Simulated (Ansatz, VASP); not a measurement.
# C: VASP beside Ansatz

Contents of POSCAR:

```
C
1.0
   -1.2097104967      1.2097104967      1.2097104967
    1.2097104967     -1.2097104967      1.2097104967
    1.2097104967      1.2097104967     -1.2097104967
C
1
Direct
    0.0000000000      0.0000000000      0.0000000000
```

Contents of INCAR.step1:

```
PREC = Accurate ; ENCUT = 520
ISMEAR = -1 ; SIGMA = 0.1
LREAL = F ; LASPH = T
NELM = 60 ; NBANDS = 8
GGA = PE ; ALGO = Normal
EDIFF = 1E-4 ; LWAVE = T
LCHARG = F
```

Contents of INCAR.step2:

```
PREC = Accurate ; ENCUT = 520
EDIFF = 1E-7 ; ISMEAR = -1
SIGMA = 0.1 ; LREAL = F
LASPH = T ; NELM = 60
ALGO = Normal ; ISIF = 2
LWAVE = F ; LCHARG = T
METAGGA = R2SCAN ; LMIXTAU = T
LELF = T ; LVHAR = T
NBANDS = 8 ; ISTART = 1
```

KPOINTS

```
regular mesh
0
Gamma
  21 21 21
```

Input for Ansatz:

```yaml
crystal:
  lattice:
    - [-1.2097104967, 1.2097104967, 1.2097104967]
    - [1.2097104967, -1.2097104967, 1.2097104967]
    - [1.2097104967, 1.2097104967, -1.2097104967]
  atoms:
    - { symbol: C, position: [0.0, 0.0, 0.0] }
hamiltonian:
  xc: r2scan
  pseudopotentials:
    kind: paw
    azcp:
      C: "pseudopotentials/C.paw.azcp"
basis:
  ecutwfc: 500
  fft_grid_basis: typed
kpoints:
  mp_grid: { grid: [21, 21, 21], shift: [0, 0, 0] }
magnetization:
  spin_polarized: false
scf:
  occupations: { method: fermi_dirac, width: 0.1 }
  lower_state_search: "off"
output:
  stress: true
```

Alike in both runs: task single point; functional r2SCAN; k mesh 21 × 21 × 21; occupations fermi-dirac, width 0.1 eV; no spin polarisation.

|  | VASP | Ansatz |
| --- | --- | --- |
| version | VASP 6.6.1 | Ansatz 0.2.0 |
| potentials or method | VASP PAW PBE potentials, release 64 (C) | plane waves (500 eV) with PAW, scalar-relativistic |
| plane-wave cutoff (eV) | 520 | 500 |
| valence electrons in the cell | 4 | 4 |

|  | VASP | Ansatz | Ansatz less VASP |
| --- | --- | --- | --- |
| pressure (GPa) | -6.6 | -6.8 | -0.17 |

Caveats: the PAW data sets were made with another functional, which shifts forces and pressure a little (VASP).
